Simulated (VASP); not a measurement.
# SiMo6 (Pm-3m) in VASP: further runs

The runs below take SiMo6 through single point, with PBE.

All numbers are computed with VASP 6.6.1; they aren't measurements. Logs are shortened: lines on timing, memory, paths and dates and some standing lists are left out, and cuts for length are marked.

## (1) The cell of the first run

Symmetry: Pm-3m, No. 221, cubic system. Conventional cell: a = 6.016 Å, b = 6.016 Å, c = 6.016 Å, α = 90.00°, β = 90.00°, γ = 90.00°. Si (site symmetry m-3m) has 24 Mo at 4.42 Å as nearest neighbours. Around Mo (site symmetry 4mm) lie 5 Mo at 2.41 to 2.55 Å.

The cell was built by a generator and needn't be a form met in nature.

## (2) Single point, PBE (species swapped into the SrB6 type (Pm-3m, No. 221))

File INCAR:

```
SYSTEM = SiMo6
ALGO     = Fast           ! electronic algorithm
EDIFF    = 1E-6           ! SCF threshold, eV
ENCUT    = 520            ! plane-wave cutoff, eV
GGA      = PE             ! functional
ISIF     = 2              ! what is computed and relaxed
ISMEAR   = 0              ! smearing method
LASPH    = .TRUE.         ! aspherical terms in the spheres
LCHARG   = .FALSE.        ! write CHGCAR
LREAL    = .FALSE.        ! projectors in reciprocal space
LWAVE    = .FALSE.        ! write WAVECAR
NBANDS   = 53             ! bands
NELM     = 100            ! most SCF steps
PREC     = Accurate       ! precision mode
SIGMA    = 0.1            ! smearing width, eV
```

File KPOINTS:

```
k-points
0
G
  6 6 6
  0 0 0
```

File POSCAR:

```
SiMo6
1.0
    6.0158791068      0.0000000000      0.0000000000
    0.0000000000      6.0158791068      0.0000000000
    0.0000000000      0.0000000000      6.0158791068
Si Mo
1 6
Direct
    0.0000000000      0.0000000000      0.0000000000
    0.5000000000      0.5000000000      0.2002051478
    0.5000000000      0.5000000000      0.7997948522
    0.2002051478      0.5000000000      0.5000000000
    0.7997948522      0.5000000000      0.5000000000
    0.5000000000      0.2002051478      0.5000000000
    0.5000000000      0.7997948522      0.5000000000
```

Potentials or basis: VASP PAW PBE potentials, release 64 (Si, Mo_sv).

Command:

```bash
> cat potpaw_PBE.64/Si/POTCAR potpaw_PBE.64/Mo_sv/POTCAR > POTCAR
> mpirun -np 1 vasp_std > vasp.out
```

OUTCAR:

```text
SYSTEM = SiMo6
   EDIFF = 1E-6
   ENCUT = 520
   GGA = PE
   ISIF = 2
   ISMEAR = 0
   LASPH = .TRUE.
   LREAL = .FALSE.
   NELM = 100
   PREC = Accurate

 ion  position               nearest neighbor table
   1  0.000  0.000  0.000-
   2  0.500  0.500  0.200-   3 2.41   4 2.55   5 2.55   6 2.55   7 2.55
   3  0.500  0.500  0.800-   2 2.41   4 2.55   5 2.55   6 2.55   7 2.55
   4  0.200  0.500  0.500-   5 2.41   3 2.55   2 2.55   6 2.55   7 2.55
   5  0.800  0.500  0.500-   4 2.41   3 2.55   2 2.55   6 2.55   7 2.55
   6  0.500  0.200  0.500-   7 2.41   3 2.55   4 2.55   5 2.55   2 2.55
   7  0.500  0.800  0.500-   6 2.41   3 2.55   4 2.55   5 2.55   2 2.55

  LATTYP: Found a simple cubic cell.
 ALAT       =     6.0158791068

  Lattice vectors:

 A1 = (   6.0158791068,   0.0000000000,   0.0000000000)
 A2 = (   0.0000000000,   6.0158791068,   0.0000000000)
 A3 = (   0.0000000000,   0.0000000000,   6.0158791068)

Analysis of symmetry for initial positions (statically):
=====================================================================
 Subroutine PRICEL returns:
 Original cell was already a primitive cell.

 Routine SETGRP: Setting up the symmetry group for a
 simple cubic supercell.

 Subroutine GETGRP returns: Found 48 space group operations
 (whereof 48 operations were pure point group operations)
 out of a pool of 48 trial point group operations.

The static configuration has the point symmetry O_h .

Analysis of symmetry for dynamics (positions and initial velocities):
=====================================================================
 Subroutine PRICEL returns:
 Original cell was already a primitive cell.

 Routine SETGRP: Setting up the symmetry group for a
 simple cubic supercell.

 Subroutine GETGRP returns: Found 48 space group operations
 (whereof 48 operations were pure point group operations)
 out of a pool of 48 trial point group operations.

The dynamic configuration has the point symmetry O_h .

 Subroutine INISYM returns: Found 48 space group operations
 (whereof 48 operations are pure point group operations),
 and found     1 'primitive' translations

----------------------------------------------------------------------------------------

                                     Primitive cell

  volume of cell :     217.7195

  direct lattice vectors                    reciprocal lattice vectors
     6.015879107  0.000000000  0.000000000     0.166226745  0.000000000  0.000000000
     0.000000000  6.015879107  0.000000000     0.000000000  0.166226745  0.000000000
[... 98 lines left out ...]
   POTIM  = 0.5000    time-step for ionic-motion
   TEBEG  =    0.0;   TEEND  =   0.0 temperature during run
   PSTRESS=    0.0 pullay stress
   NELECT =      88.0000    total number of electrons
   NUPDOWN=      -1.0000    fix difference up-down
   EMIN   =  10.00;   EMAX   =-10.00  energy-range for DOS
   EFERMI =   0.00;   METHOD = LEGACY
   ISMEAR =     0;   SIGMA  =   0.10  broadening in eV -4-tet -1-fermi 0-gaus
   EFERMI_NEDOS =   21; number of points for ismear=-14 and -15
   IALGO  =     68    algorithm
   IMIX   =      4    mixing-type and parameters
     AMIX     =   0.40;   BMIX     =  1.00
     AMIX_MAG =   1.60;   BMIX_MAG =  1.00
  volume/ion in A,a.u.               =      31.10       209.89
  Fermi-wavevector in a.u.,A,eV,Ry     =   1.210421  2.287365 19.934170  1.465120
  Thomas-Fermi vector in A             =   2.345969
   LORBIT       =      0    0 simple, 1 ext, 2 COOP (PROOUT), +10 PAW based schemes
   GGA     = PE    functional components
   LHFCALC =     F    Hartree Fock is set to
   AEXX    =    0.0000 exact exchange contribution
   IVDW    =     0    specifies the selected vdW correction
   LEPSILON=     F    determine dielectric tensor
   LRPA    =     F    only Hartree local field effects (RPA)
 non-spin polarized calculation
 RMM-DIIS sequential band-by-band and
 Gauss-broadening in eV      SIGMA  =   0.10
  energy-cutoff  :      520.00
  volume of cell :      217.72
 maximum number of plane-waves:      5904
 NGX is ok and might be reduce to    48
   NGX = 23   NGY = 23   NGZ = 23

 number of electron      88.0000024 magnetization

 Free energy of the ion-electron system (eV)
  ---------------------------------------------------
  ext. energy  EPLUGINS =         0.00000000
  ---------------------------------------------------
  free energy    TOTEN  =       -53.26943222 eV

  energy without entropy =      -53.23463509  energy(sigma->0) =      -53.25203366

 E-fermi :   3.6382     XC(G=0):  -8.9692

 val. band max:        3.6360702250   @ k =   0.3333   0.3333   0.0000
 cond. band min:       3.6635522726   @ k =   0.1667   0.1667   0.1667
 fundamental gap:      0.0274820476
 Fermi energy:         3.6382055477

 k-point     1 :       0.0000    0.0000    0.0000
  band No.  band energies     occupation
      1     -56.8865      2.00000
      2     -56.5355      2.00000
      3     -56.5355      2.00000
      4     -56.4351      2.00000
      5     -56.4351      2.00000
      6     -56.4351      2.00000
[... 1109 lines left out ...]
     52       5.3559      0.00000
     53       5.4969      0.00000

------------------------ aborting loop because EDIFF is reached ----------------------------------------

  FORCE on cell =-STRESS in cart. coord.  units (eV):
  Direction    XX          YY          ZZ          XY          YZ          ZX
  --------------------------------------------------------------------------------------
  -------------------------------------------------------------------------------------
  Total        0.3205738      0.3205738      0.3205738     -0.0000000     -0.0000000      0.0000000
  in kB        2.3590724      2.3590724      2.3590724     -0.0000000     -0.0000000      0.0000000
  external PRESSURE =       2.3590724 kB  Pullay stress =       0.0000000 kB

 VOLUME and BASIS-vectors are now :
 -----------------------------------------------------------------------------
  energy-cutoff  :      520.00
  volume of cell :      217.72
      direct lattice vectors                 reciprocal lattice vectors
     6.015879107  0.000000000  0.000000000     0.166226745  0.000000000  0.000000000
     0.000000000  6.015879107  0.000000000     0.000000000  0.166226745  0.000000000
     0.000000000  0.000000000  6.015879107     0.000000000  0.000000000  0.166226745

 POSITION                                       TOTAL-FORCE (eV/Angst)
 -----------------------------------------------------------------------------------
      0.00000      0.00000      0.00000         0.000000      0.000000      0.000000
      3.00794      3.00794      1.20441         0.000000      0.000000      0.010299
      3.00794      3.00794      4.81147        -0.000000     -0.000000     -0.010299
      1.20441      3.00794      3.00794         0.010299      0.000000     -0.000000
      4.81147      3.00794      3.00794        -0.010299     -0.000000      0.000000
      3.00794      1.20441      3.00794        -0.000000      0.010299     -0.000000
      3.00794      4.81147      3.00794         0.000000     -0.010299      0.000000
 -----------------------------------------------------------------------------------
    total drift:                                0.000000     -0.000000     -0.000000

  FREE ENERGIE OF THE ION-ELECTRON SYSTEM (eV)
  ---------------------------------------------------
  free  energy   TOTEN  =       -53.2694322215 eV

  energy  without entropy=      -53.2346350917  energy(sigma->0) =      -53.25203366
```

Wall time 5.6 min (1 thread of Intel Xeon Platinum 8259CL at 2.50GHz (Skylake/Cascade Lake), shared host); peak memory 0.42 GiB.

What came out:

```
Free energy            : -53.2694 eV
Pressure               : 0.2 GPa
Largest force          : 0.010 eV/Å
Band gap on the k mesh : none (metal or under the smearing width)
```

Forces in eV/Å, atoms in the order of the input:
```
Si   0.000  0.000  0.000
Mo   0.000  0.000  0.010
Mo   0.000  0.000 -0.010
Mo   0.010  0.000  0.000
Mo  -0.010  0.000  0.000
Mo   0.000  0.010  0.000
Mo   0.000 -0.010  0.000
```

Levels at points of the mesh, in eV from the Fermi level:
```csv
k point,band 41,band 42,band 43,band 44,band 45,band 46,band 47,band 48
"(0.00, 0.00, 0.00)",-0.35,-0.35,-0.12,-0.12,0.89,0.89,0.89,0.93
"(0.50, 0.00, 0.00)",-0.21,-0.16,-0.16,-0.11,-0.01,0.57,0.57,1.14
"(0.50, 0.50, 0.00)",-0.40,-0.40,-0.18,0.05,0.43,0.43,0.63,0.88
"(0.50, 0.50, 0.50)",-0.72,-0.72,-0.54,-0.54,-0.54,0.64,0.64,0.64
```

## (3) Single point, PBE (species swapped into the SrB6 type (Pm-3m, No. 221))

File INCAR:

```
  PREC = Accurate
  ENCUT = 520
  EDIFF = 1E-6
  ISMEAR = 0
  SIGMA = 0.1
  LREAL = F
  LASPH = T
  NELM = 100
  ALGO = Fast
  ISIF = 2
  LWAVE = F
  LCHARG = F
  GGA = PE
  NBANDS = 53
```

File KPOINTS:

```
regular mesh
0
Gamma
  4 4 4
```

File POSCAR:

```
SiMo6
1.0
    6.0125181565      0.0000000000      0.0000000000
    0.0000000000      6.0125181565      0.0000000000
    0.0000000000      0.0000000000      6.0125181565
Si Mo
1 6
Direct
    0.0000000000      0.0000000000      0.0000000000
    0.5000000000      0.5000000000      0.2002276157
    0.5000000000      0.5000000000      0.7997723843
    0.2002276157      0.5000000000      0.5000000000
    0.7997723843      0.5000000000      0.5000000000
    0.5000000000      0.2002276157      0.5000000000
    0.5000000000      0.7997723843      0.5000000000
```

Potentials or basis: VASP PAW PBE potentials, release 64 (Si, Mo_sv).

Command:

```bash
> cat potpaw_PBE.64/Si/POTCAR potpaw_PBE.64/Mo_sv/POTCAR > POTCAR
> mpirun -np 1 vasp_std > vasp.out
```

It took 1.9 min on 1 thread of Intel Xeon Platinum 8375C at 2.90GHz (Ice Lake), shared host; peak memory 0.36 GiB.

Results (log left out):

```
Free energy            : -53.2575 eV
Pressure               : 0.2 GPa
Largest force          : 0.009 eV/Å
Band gap on the k mesh : none (metal or under the smearing width)
```

Forces in eV/Å, atoms in the order of the input:
```
Si   0.000  0.000  0.000
Mo   0.000  0.000  0.009
Mo   0.000  0.000 -0.009
Mo   0.009  0.000  0.000
Mo  -0.009  0.000  0.000
Mo   0.000  0.009  0.000
Mo   0.000 -0.009  0.000
```

Levels at points of the mesh, in eV from the Fermi level:
```csv
k point,band 41,band 42,band 43,band 44,band 45,band 46,band 47,band 48
"(0.00, 0.00, 0.00)",-0.28,-0.28,-0.10,-0.10,0.93,0.93,0.93,0.97
"(0.50, 0.00, 0.00)",-0.17,-0.12,-0.12,-0.09,0.03,0.62,0.62,1.29
"(0.50, 0.50, 0.00)",-0.36,-0.36,-0.13,0.08,0.47,0.47,0.66,0.97
"(0.50, 0.50, 0.50)",-0.65,-0.65,-0.50,-0.50,-0.50,0.67,0.67,0.67
```
